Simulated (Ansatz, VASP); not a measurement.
**PtS2: VASP beside Ansatz**

The input POSCAR:

```
PtS2
1.0
    1.7769704474      1.0259343662      5.5622598406
   -1.7769704474      1.0259343662      5.5622598406
    0.0000000000     -2.0518687323      5.5622598406
Pt S
1 2
Direct
    0.0000000000      0.0000000000      0.0000000000
    0.2595533796      0.2595533796      0.2595533796
    0.7404466204      0.7404466204      0.7404466204
```

The input INCAR.step1:

```
SYSTEM = PtS2
  ALGO = Normal
  EDIFF = 1E-4
  ENCUT = 520
  GGA = PE
  ISMEAR = 0
  LASPH = .TRUE.
  LCHARG = .FALSE.
  LREAL = .FALSE.
  LWAVE = .TRUE.
  NBANDS = 18
  NELM = 60
  PREC = Accurate
  SIGMA = 0.01
```

The input INCAR.step2:

```
SYSTEM = PtS2
  ALGO = Normal
  EDIFF = 1E-6
  ENCUT = 520
  ISIF = 2
  ISMEAR = 0
  ISTART = 1
  LASPH = .TRUE.
  LCHARG = .FALSE.
  LMIXTAU = .TRUE.
  LREAL = .FALSE.
  LWAVE = .FALSE.
  METAGGA = R2SCAN
  NBANDS = 18
  NELM = 60
  PREC = Accurate
  SIGMA = 0.01
```

Contents of KPOINTS:

```
k-points
0
G
  8 8 8
  0 0 0
```

Input for Ansatz:

```yaml
crystal:
  lattice:
    - [1.7769704474, 1.0259343662, 5.5622598406]
    - [-1.7769704474, 1.0259343662, 5.5622598406]
    - [0.0, -2.0518687323, 5.5622598406]
  atoms:
    - { symbol: Pt, position: [0.0, 0.0, 0.0] }
    - { symbol: S, position: [0.2595533796, 0.2595533796, 0.2595533796] }
    - { symbol: S, position: [0.7404466204, 0.7404466204, 0.7404466204] }
kpoints:
  mp_grid: { grid: [8, 8, 8] }
  band_path:
    path:
      - [0.0, 0.0, 0.0]
      - [0.5, 0.5, 0.5]
      - [0.8106532132, 0.1893467868, 0.5]
      - [0.5, -0.1893467868, 0.1893467868]
      - [0.5, 0.0, 0.0]
      - [0.3446733934, -0.3446733934, 0.0]
      - [0.6553266066, 0.0, 0.3446733934]
      - [0.5, 0.0, 0.5]
      - [0.25, 0.25, -0.5]
      - [0.171875, 0.171875, 0.34375]
      - [0.221354, 0.221354, 0.476562]
    npoints: 1
hamiltonian:
  xc: r2scan
scf:
  occupations: { method: fixed }
  n_extra_bands: 4
output:
  forces: true
  stress: true
  eigenvalues: true
```

Change from the starting cell: hydrostatic strain +0.7%.

Alike in both runs: task single point; functional r2SCAN; k mesh 8 × 8 × 8; no spin polarisation.

```csv
,VASP,Ansatz
version,VASP 6.6.1,Ansatz 0.2.0
potentials or method,"VASP PAW PBE potentials, release 64 (Pt, S)","plane waves, PAW"
plane-wave cutoff (eV),520,500
occupations,"gaussian, width 0.01 eV",fixed
valence electrons in the cell,22,30
```

Ansatz gave:

```
gap on the k mesh at the Fermi level (eV)       : 1.29
pressure (GPa)                                  : -0.2
largest component of the traceless stress (GPa) : 0.82
rms of the force components (eV/Å)              : 0.019
```

Question: Which values does VASP return?

Answer: gap on the k mesh at the Fermi level (eV): 1.28; pressure (GPa): -0.2; largest component of the traceless stress (GPa): 0.81; rms of the force components (eV/Å): 0.021.

Atom by atom the forces differ by 0.003 eV/Å (rms over components). The two sets of potentials don't hold the same shells in valence.

Caveats: the PAW data sets were made with another functional, which shifts forces and pressure a little (VASP); spin-orbit coupling is left out, which moves the levels of the heavy elements. A k mesh can miss the band edges.
